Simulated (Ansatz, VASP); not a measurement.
# PbSe in VASP and in Ansatz

INCAR

```
PREC = Accurate
ENCUT = 520
EDIFF = 1E-6
ISMEAR = 0
SIGMA = 0.03
LREAL = False
LASPH = True
NELM = 60
ALGO = Normal
ISIF = 2
LWAVE = False
LCHARG = False
GGA = PE
NBANDS = 17
```

Contents of KPOINTS:

```
Automatic mesh
0
Gamma
  10 10 10
```

File POSCAR:

```
PbSe
1.0
    0.0000000000      3.1846360000      3.0621500000
    2.9396640000      0.0000000000      3.0621500000
    2.9396640000      3.1846360000      0.0000000000
Pb Se
1 1
Direct
    0.0000000000      0.0000000000      0.0000000000
    0.5000000000      0.5000000000      0.5000000000
```

Input for Ansatz:

```yaml
crystal:
  lattice:
    - [0.0, 3.184636, 3.06215]
    - [2.939664, 0.0, 3.06215]
    - [2.939664, 3.184636, 0.0]
  atoms:
    - { symbol: Pb, position: [0.0, 0.0, 0.0] }
    - { symbol: Se, position: [0.5, 0.5, 0.5] }
basis:
  ecutwfc: 420
kpoints:
  mp_grid: { grid: [10, 10, 10] }
hamiltonian:
  xc: pbe
scf:
  occupations: { method: gaussian, width: 0.03 }
output:
  forces: true
  stress: true
  eigenvalues: true
```

Change from the starting cell: strain -0.0400 x Voigt [1, -1, 0, 0, 0, 0], atoms carried along.

Alike in both runs: task single point; functional PBE; k mesh 10 × 10 × 10; occupations gaussian, width 0.03 eV; no spin polarisation.

|  | VASP | Ansatz |
| --- | --- | --- |
| version | VASP 6.6.1 | Ansatz 0.2.0 |
| potentials or method | VASP PAW PBE potentials, release 64 (Pb_d, Se) | scalar-relativistic, plane waves, PAW |
| plane-wave cutoff (eV) | 520 | 420 |
| valence electrons in the cell | 20 | 30 |

Ansatz gave:

```
gap on the k mesh at the Fermi level (eV)       : 0.15
least direct gap on the mesh (eV)               : 0.15
pressure (GPa)                                  : 3.2
largest component of the traceless stress (GPa) : 5.63
```

Q: Estimate VASP's values.

A: gap on the k mesh at the Fermi level (eV): 0.15; least direct gap on the mesh (eV): 0.15; pressure (GPa): 3.2; largest component of the traceless stress (GPa): 5.64.

The two sets of potentials don't hold the same shells in valence.

Caveats: spin-orbit coupling is left out, which as a rule narrows the gap of such compounds by several tenths of an eV.
